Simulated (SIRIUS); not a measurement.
Runs of SIRIUS 7.10.0 on W. The structure is cubic, space group Im-3m (No. 229). The conventional cell has a = 3.165 Å, b = 3.165 Å, c = 3.165 Å, α = 90.00°, β = 90.00°, γ = 90.00°. W (site symmetry m-3m) has 8 W at 2.74 Å as nearest neighbours. 

```csv
task,level,potentials or basis,cell,energy tol,density tol,mixer,mixing beta,max scf,gap on the mesh (eV),pressure (GPa)
single point,PBEsol,PseudoDojo 0.4.1 PBEsol standard (scalar relativistic),cell strained at random at fixed volume,1e-08 Ha,1e-06,anderson,0.7,100,none,-2.6
single point,PBEsol,PseudoDojo 0.4.1 PBEsol standard (scalar relativistic),as given,1e-08 Ha,1e-06,anderson,0.7,100,none,-2.8
single point,PBEsol,PseudoDojo 0.4.1 PBE standard (scalar relativistic),as given,1e-08 Ha,1e-06,anderson,0.7,100,none,(a)
single point,LDA,PseudoDojo 0.4.1 PBE standard (scalar relativistic),as given,1e-08 Ha,1e-06,anderson,0.7,100,none,-7.5
```

Alike in all rows: no spin polarisation; k mesh 12 × 12 × 12; cutoff (eV) 1030; smearing fermi-dirac 0.05 eV.

Problem. Fill in the values left out.

Solution. (a) -2.1.

Caveats: the potentials were made for another functional, which shifts forces and pressure (some runs).

A k mesh can miss the band edges, and the runs leave out spin-orbit coupling on W.

A gap of «none» marks a metal or a gap under the smearing width.

Runs at the PBE level aren't shown here.
